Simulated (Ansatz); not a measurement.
Crystal: Ru.

```
CELL_PARAMETERS angstrom
2.70580 0.00000 0.00000
-1.35290 2.34329 0.00000
0.00000 0.00000 4.28190
ATOMIC_POSITIONS crystal
Ru 0.66667 0.33333 0.75000
Ru 0.33333 0.66667 0.25000
```

```yaml
Program: Ansatz 0.2.0
Task: relaxation of cell and atoms
Functional: RPBE
Potentials_or_basis: Ansatz PAW
Cutoff: "420 eV (not typed: the program's choice for these potentials)"
k_mesh: 11 × 11 × 6
Occupations: fermi-dirac, width 0.05 eV
Spin: no spin polarisation
```

At the start: volume 13.57 Å³/atom.

Q: How do energy, volume and symmetry change on relaxing?

A: It ends after 5 steps and the volume is 13.97 Å³/atom (+2.9 %); space group P6_3/mmc (No. 194, to 0.05 Å).

The path:
```tsv
step	energy change (eV)	largest force (eV/Å)	volume (Å³)
1	0.0000	0.0000	27.15
2	-0.0003	0.0000	28.75
3	-0.0211	0.0000	27.98
4	-0.0212	0.0000	27.94
5	-0.0216	0.0000	27.94
```

Final structure:
```cif
data_structure
_symmetry_space_group_name_H-M 'P 1'
_symmetry_Int_Tables_number 1
_cell_length_a 2.7327
_cell_length_b 2.7327
_cell_length_c 4.3196
_cell_angle_alpha 90.000
_cell_angle_beta 90.000
_cell_angle_gamma 120.000
_cell_volume 27.94
loop_
_atom_site_label
_atom_site_type_symbol
_atom_site_fract_x
_atom_site_fract_y
_atom_site_fract_z
_atom_site_occupancy
Ru1 Ru 0.66667 0.33333 0.75000 1
Ru2 Ru 0.33333 0.66667 0.25000 1
```

Caveat: the plane-wave basis is chosen anew once the cell has moved, so the energies of steps on either side of that aren't comparable; the PAW data sets come from PBE, with cores solved anew for the run's functional, which leaves a small shift of forces and pressure.
